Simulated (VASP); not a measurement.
Set up this calculation in VASP 6.6.1, as the native input.

| Item | Value |
| --- | --- |
| Task | G0W0 quasiparticle levels |
| Functional | LDA |
| Potentials or basis | VASP PAW LDA potentials, release 64 (N_GW) |
| Cutoff | 450 eV |
| k mesh | 4 × 4 × 2 |
| Occupations | gaussian, width 0.01 eV |
| Spin | no spin polarisation |
| Cutoff of the response function | 150 |
| Frequency points | 48 |
| Empty bands | 439 |
| GW scheme | G0W0 |
| GW iterations | 1 |
| Further INCAR settings | ALGO = EVGW0; EDIFF = 1e-08; NBANDS = 449 |

Crystal: N.

```
N
1.0
     4.16723    0.00000    0.00000
    -2.08362    3.60893    0.00000
     0.00000    0.00000    7.00600
N
4
Direct
  0.66667 0.33333 0.67107
  0.66667 0.33333 0.82893
  0.33333 0.66667 0.17107
  0.33333 0.66667 0.32893
```

The input as run:

POSCAR

```
N
1.0
    4.1672328106      0.0000000000      0.0000000000
   -2.0836164053      3.6089294775      0.0000000000
    0.0000000000      0.0000000000      7.0060035100
N
4
Direct
    0.6666666667      0.3333333333      0.6710699600
    0.6666666667      0.3333333333      0.8289300400
    0.3333333333      0.6666666667      0.1710699600
    0.3333333333      0.6666666667      0.3289300400
```

INCAR.step1

```
  ALGO = Fast
  EDIFF = 1E-8
  ENCUT = 450
  GGA = CA
  ISMEAR = 0
  LASPH = T
  LCHARG = F
  LREAL = F
  LWAVE = T
  NELM = 80
  PREC = Accurate
  SIGMA = 0.01
```

INCAR.step2

```
  ALGO = Exact
  EDIFF = 1E-8
  ENCUT = 450
  GGA = CA
  ISMEAR = 0
  ISTART = 1
  LASPH = T
  LCHARG = F
  LOPTICS = T
  LREAL = F
  LWAVE = T
  NBANDS = 449
  NELM = 1
  PREC = Accurate
  SIGMA = 0.01
```

INCAR.step3

```
  ALGO = EVGW0
  EDIFF = 1E-8
  ENCUT = 450
  ENCUTGW = 150
  GGA = CA
  ISMEAR = 0
  ISTART = 1
  LASPH = T
  LCHARG = F
  LREAL = F
  LWAVE = F
  NBANDS = 449
  NBANDSGW = 18
  NELMGW = 1
  NOMEGA = 48
  PREC = Accurate
  PRECFOCK = Fast
  SIGMA = 0.01
```

KPOINTS

```
k-points
0
Gamma
  4 4 2
```

Potentials or basis: VASP PAW LDA potentials, release 64 (N_GW).

The run is started by

```bash
$ cat potpaw_LDA.64/N_GW/POTCAR > POTCAR
$ cp INCAR.step1 INCAR
$ mpirun -np 1 vasp_std > vasp.out
$ cp INCAR.step2 INCAR
$ mpirun -np 1 vasp_std > vasp.out
$ cp INCAR.step3 INCAR
$ mpirun -np 1 vasp_std > vasp.out
```

Results of the run:

```yaml
Band_gap_on_the_k_mesh_mean-field_level: 6.92 eV, indirect (least direct gap 7.15 eV)
Quasiparticle_gap: 13.49 eV
Least_direct_quasiparticle_gap: 13.75 eV
```

Caveat: the k mesh is coarse (spacing up to 0.45 Å⁻¹), so the values aren't converged; bands, screening cutoff and mesh are small and nothing is extrapolated, so the quasiparticle values aren't converged; the standard files for N, O and F lose accuracy on very short bonds.

Wall time 6.5 min on 1 thread of Intel(R) Xeon(R) 6975P-C (Granite Rapids), on a shared host, peak memory 1.2 GiB.
